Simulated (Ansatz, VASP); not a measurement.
# Eu in VASP and in Ansatz

INCAR

```
PREC = Accurate ; ENCUT = 520
EDIFF = 1E-6 ; ISMEAR = -1
SIGMA = 0.05 ; LREAL = F
LASPH = T ; NELM = 150
ALGO = Normal ; ISIF = 2
LWAVE = F ; LCHARG = T
ISPIN = 2 ; MAGMOM = 7
LORBIT = 11 ; LMAXMIX = 6
GGA = CA ; LELF = T
LVHAR = T ; NBANDS = 18
```

File KPOINTS:

```
regular mesh
0
Gamma
  9 9 9
```

The input POSCAR:

```
Eu
1.0
   -2.3030000000      2.3030000000      2.3030000000
    2.3030000000     -2.3030000000      2.3030000000
    2.3030000000      2.3030000000     -2.3030000000
Eu
1
Direct
    0.0000000000      0.0000000000      0.0000000000
```

Input for Ansatz:

```yaml
crystal:
  lattice:
    - [-2.303, 2.303, 2.303]
    - [2.303, -2.303, 2.303]
    - [2.303, 2.303, -2.303]
  atoms:
    - { symbol: Eu, position: [0.0, 0.0, 0.0], spin: 7.0 }
magnetization:
  spin_polarized: true
kpoints:
  mp_grid: { grid: [9, 9, 9] }
scf:
  occupations: { method: fermi_dirac, width: 0.05 }
hamiltonian:
  xc: lda
  pseudopotentials: { kind: paw }
output:
  forces: true
  stress: true
  eigenvalues: true
```

Alike in both runs: task single point; functional LDA; k mesh 9 × 9 × 9; occupations fermi-dirac, width 0.05 eV; collinear spin.

|  | VASP | Ansatz |
| --- | --- | --- |
| version | VASP 6.6.1 | Ansatz 0.2.0 |
| potentials or method | VASP PAW PBE potentials, release 64 (Eu) | PAW with Ansatz's default frozen-core files, scalar-relativistic |
| plane-wave cutoff (eV) | 520 | 420 |
| valence electrons in the cell | 17 | 17 |

Ansatz gave:

```
pressure (GPa)                                                : -3.6
net moment per atom (μB)                                      : 7.29
size of the moment on the site where the two differ most (μB) : 7.07
```

Q: Estimate VASP's values.

A: Pressure (GPa): -3.8; net moment per atom (μB): 7.25; size of the moment on the site where the two differ most (μB): 6.71.

Site moments also hang on the region over which each program counts them.

Caveats: the PAW data sets were made with another functional, which shifts forces and pressure a little (VASP); spin-orbit coupling is left out, which moves the levels of the heavy elements. The state reached can hang on the start; a lower one may exist.
